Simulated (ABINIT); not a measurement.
Here is an ABINIT 10.8.3 (patched build) calculation.

The input run.abi:

```
# Datasets: ground state, then fixed potential
ndtset 2

# Pseudopotentials
pp_dirpath "./"
pseudos "Si.LDA_PW-JTH.xml"

# Structure
acell 9.6009852703 9.6009852703 9.6009852703
rprim
    -0.6545347976     0.6545347976     0.3783760001
     0.6545347976    -0.6545347976     0.3783760001
     0.6545347976     0.6545347976    -0.3783760001
ntypat 1
znucl 14
natom 4
typat 1 1 1 1
xcart
    -2.1362583620     2.1362583620     1.9223856600
     2.1362583620    -2.1362583620     1.9223856600
     2.1362583620     2.1362583620     1.9223856600
     1.1891859280     1.1891859280     0.0000000000 Angstrom

# Plane-wave basis
ecut 15.0
pawecutdg 30.0

# Exchange and correlation
ixc 7

# Bands and occupations
occopt 3
tsmear 0.05 eV

# SCF cycle
nstep 100

# Output
iomode 3
prtwf 0
prteig 0
prtebands 0
enunit 1
prtden1 1
prtvha1 1
prtvclmb1 1
prtpot1 1

# Dataset 1
kptopt1 1
ngkpt1 8 8 8
nshiftk1 1
shiftk1 0.0 0.0 0.0
nband1 12
tolvrs1 1.0e-9

# Dataset 2: bands along G-X-M-G-Z-P-N-Z1-M
iscf2 -2
getden2 1
nband2 18
nbdbuf2 4
tolwfr2 1.0e-11
kptopt2 -8
ndivsm2 8
prteig2 1
kptbounds2
     0.0000000000     0.0000000000     0.0000000000
     0.0000000000     0.0000000000     0.5000000000
    -0.5000000000     0.5000000000     0.5000000000
     0.0000000000     0.0000000000     0.0000000000
     0.3335452363     0.3335452363    -0.3335452363
     0.2500000000     0.2500000000     0.2500000000
     0.0000000000     0.5000000000     0.0000000000
    -0.3335452363     0.6664547637     0.3335452363
    -0.5000000000     0.5000000000     0.5000000000
```

Potentials or basis: JTH PAW LDA v2.0.

Run with:

```sh
$ abinit run.abi > log 2>&1
```

(1) What does it give for the band gap along the path?

(2) Predict the pressure.

## Answers

(1) 0.16 eV, indirect (least direct gap 0.29 eV).

(2) -1.9 GPa.
